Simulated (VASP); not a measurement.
# BaTe, energy along a vibration (SMASS = -2): which settings are enough?

BaTe, Fm-3m (no. 225), atoms displaced along the mode, 2 atoms in the cell. LDA, energy along a line of displacements; PAW potentials Ba_sv, Te (LDA set). VASP 6.6.1.

Wanted: harmonic frequency within 1 %.

Space group without the displacement: Fm-3m (no. 225); Mode: optical mode at Gamma along [111].

POSCAR of the starting run:
```
BaTe
1.0
    0.0000000000      3.4100000000      3.4100000000
    3.4100000000      0.0000000000      3.4100000000
    3.4100000000      3.4100000000      0.0000000000
Ba Te
1 1
Direct
   -0.0032618909     -0.0032618909     -0.0032618909
    0.5035105462      0.5035105462      0.5035105462

    0.0055615241   0.0055615241   0.0055615241
   -0.0059854813  -0.0059854813  -0.0059854813
```

The series start from k mesh: 4 × 4 × 4; Cutoff (eV): 260; Step along the mode (Å): 0.02; Extrapolation between steps (IWAVPR): 11. Each series keeps the choices made before it, and each single choice may use up half of a tolerance.

## k mesh

| k mesh | Harmonic frequency (THz) | Time (s) |
|---|---|---|
| 2 × 2 × 2 | -2.494 | 26 |
| 3 × 3 × 3 | 2.689 | 38 |
| 4 × 4 × 4 | 3.059 | 60 |
| 5 × 5 × 5 | 3.156 | 117 |
| 6 × 6 × 6 (reference) | 3.185 | 175 |

Chosen: 6 × 6 × 6; the next looser run is off by more than half of the tolerance, so convergence isn't shown beyond this value.

## Cutoff (eV)

| Cutoff (eV) | Harmonic frequency (THz) | Time (s) |
|---|---|---|
| 140 | 3.236 | 76 |
| 170 | 3.182 | 103 |
| 200 | 3.193 | 109 |
| 230 | 3.19 | 99 |
| 260 | 3.185 | 175 |
| 300 (reference) | 3.186 | 172 |

Chosen: 170, the loosest value from which every tighter one stays within half of the tolerance.

## Extrapolation between steps (IWAVPR)

| Extrapolation between steps (IWAVPR) | Harmonic frequency (THz) | Time (s) |
|---|---|---|
| 11 | 3.186 | 101 |
| 12 | 3.186 | 83 |
| 0 | 3.186 | 144 |

Chosen: 11; no other choice that stays within half of the tolerance saves 30 % of the time.

Also changed on the way, by series that aren't shown: Step along the mode (Å): 0.08.

## All choices together

| Input | Harmonic frequency (THz) | Time (s) |
|---|---|---|
| defaults on a coarse mesh (naive) | 2.696 | 6.0 |
| chosen settings | 3.186 | 101 |
| reference settings throughout | 3.187 | 156 |

The chosen settings stay within the tolerance of the reference run, but the reference itself isn't shown to be converged in: k mesh.

## The input

INCAR:
```
SYSTEM = BaTe
  GGA = CA
  PREC = Accurate
  ENCUT = 170
  EDIFF = 1E-7
  ALGO = Normal
  LREAL = .FALSE.
  LASPH = .TRUE.
  ISMEAR = 0
  SIGMA = 0.03
  ISYM = 0
  LWAVE = .FALSE.
  LCHARG = .FALSE.
  IBRION = 0
  SMASS = -2
  POTIM = 1
  NSW = 9
  NELMIN = 4
  IWAVPR = 11
  KPAR = 2
```

KPOINTS:
```
Automatic mesh
0
Gamma
  6 6 6
  0 0 0
```

POSCAR:
```
BaTe
1.0
    0.0000000000      3.4100000000      3.4100000000
    3.4100000000      0.0000000000      3.4100000000
    3.4100000000      3.4100000000      0.0000000000
Ba Te
1 1
Direct
   -0.0130475638     -0.0130475638     -0.0130475638
    0.5140421849      0.5140421849      0.5140421849

    0.0222460963   0.0222460963   0.0222460963
   -0.0239419253  -0.0239419253  -0.0239419253
```

Commands:
```
cat potpaw_LDA.64/Ba_sv/POTCAR potpaw_LDA.64/Te/POTCAR > POTCAR
mpirun -np 2 vasp_std > vasp.out
```

The chosen input took VASP 6.6.1 101 s on 2 cores (AMD EPYC 7R43 (Zen 3)), a shared host.

## An input that fails: electronic threshold far too loose

It runs to its end, but against the unchanged starting input it is off by 2.7 % in the harmonic frequency.

Changes against the starting input:
```
- EDIFF = 1e-07
- NELMIN = 4
+ EDIFF = 0.1
```
